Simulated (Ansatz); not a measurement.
# C: relaxation step by step

A trial structure of C was built thus: 4-connected net of one element (Cmme, No. 67). Its size is a rough estimate.

```
CELL_PARAMETERS angstrom
2.11039 -2.58963 0.00000
2.11039 2.58963 0.00000
0.00000 0.00000 3.01345
ATOMIC_POSITIONS crystal
C 0.60400 0.39600 0.31018
C 0.89600 0.10400 0.31018
C 0.39600 0.60400 0.68982
C 0.10400 0.89600 0.68982
C 0.75000 0.75000 0.00000
C 0.25000 0.25000 0.00000
```

The calculation used DFT PBE, scalar-relativistic, plane waves, PAW in Ansatz 0.2.0. Cutoff 420 eV, Gaussian smearing, Γ-centred meshes. Cell and atoms relax first on a coarse mesh and then on a converged one. In between, the cell is made exact in the group found at 0.06 Å. The steps can't lower the symmetry of their start. No spin polarisation.

Steps on the 6×6×6 mesh (6 atoms, 9 steps). The free energy counts from the last step; the plane-wave basis is renewed at times, which shifts energy and pressure.

| step | ΔF (meV/atom) | V (Å³/atom) | P (GPa) | largest force component (eV/Å) |
| --- | --- | --- | --- | --- |
| 1 | 178.2 | 5.49 | 49.88 | 1.677 |
| 2 | 36.6 | 5.79 | 22.49 | 0.624 |
| 3 | 8.8 | 6.05 | 4.23 | 0.172 |
| 4 | 7.7 | 6.12 | 0.31 | 0.139 |
| 5 | 7.5 | 6.13 | -0.16 | 0.101 |
| 6 | 7.4 | 6.13 | 0.15 | 0.020 |
| 7 | 0.2 | 6.13 | 1.70 | 0.027 |
| 8 | 0.2 | 6.15 | 0.08 | 0.001 |
| 9 | 0.0 | 6.15 | 0.09 | 0.001 |

The relaxed structure, after a last relaxation on the converged mesh:

```xyz
6
Lattice="2.2739 -2.6907 0.0000 2.2739 2.6907 0.0000 0.0000 0.0000 3.0184" Properties=species:S:1:pos:R:3 pbc="T T T"
C     2.2739   -0.5587    0.8877
C     2.2739   -2.1320    0.8877
C     2.2739    0.5587    2.1307
C     2.2739    2.1320    2.1307
C     3.4108    0.0000    0.0000
C     1.1369    0.0000    0.0000
```

The symmetry stays Cmme (No. 67). The volume per atom grows by 12.1 %, from 5.5 to 6.2 Å³. The shortest distance goes from 1.51 Å (C–C) to 1.55 Å (C–C). The energy falls by about 0.18 eV/atom (the start's value is from the coarse mesh). Around C on a site of symmetry m lie 3 C at 1.55–1.57 Å and 1 C at 1.67 Å; C on a site of symmetry 222 has 4 C at 1.55 Å.

```json
{
 "Volume per atom": "6.16 Å³",
 "Density": "3.24 g/cm³",
 "Energy over the standard state": "+0.950 eV/atom",
 "Gap on the 8×8×10 mesh of the 6-atom cell": "1.16 eV"
}
```

Energies count from the standard state of C at the same level.

The last run used Gaussian smearing of 0.02 eV. Kohn–Sham gaps at this level usually fall short of measured ones. The reference form of C is held partly by dispersion forces, which this level lacks. A structure relaxed within its symmetry needn't be a true minimum. In all, the 3 runs took 120 s on 1 thread of Intel(R) Xeon(R) Processor @ 2.50GHz (Skylake/Cascade Lake), on a shared host. Another cell of C relaxed alike, in Fd-3m, lies 0.81 eV/atom lower, so this cell isn't the stable form at this level.
